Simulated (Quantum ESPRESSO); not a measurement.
# K: changing the dispersion correction

The cell as given:

The structure is cubic, space group Im-3m (No. 229). The conventional cell has a = 5.395 Å, b = 5.395 Å, c = 5.395 Å, α = 90.00°, β = 90.00°, γ = 90.00°.

Kept alike: task relaxation of cell and atoms; functional revPBE; k mesh 7 × 7 × 7; occupations fermi-dirac, width 0.05 eV; no spin polarisation. Program: Quantum ESPRESSO, PseudoDojo 0.4.1 SR PBE standard, cutoff 1007 eV. The mesh is that of the run's cell of 1 atom. No spin-orbit coupling.

```csv
dispersion correction,volume (Å³/atom)
D2,69.858
D3(zero),73.063
D3(BJ),70.272
D4,75.766
none,78.519
rVV10,75.071
```

Stopped at the starting cell, within the stress tolerance: none. The relaxations keep at least the cell's symmetry (Im-3m). For a metal such a mesh leaves the last digits unconverged. Relaxations stop with a little pressure left, so the last digits of a volume or edge aren't settled. All rows use potentials made for PBE.

Problem. What does the dispersion correction change here?

Solution. The volume runs from 69.858 (D2) to 78.519 Å³/atom (none). Against no correction: D2 -11.0 %; D3(zero) -6.9 %; D3(BJ) -10.5 %; D4 -3.5 %; rVV10 -4.4 %. Dispersion terms mostly attract and so lower the volume; the schemes' coefficients and damping set how far.
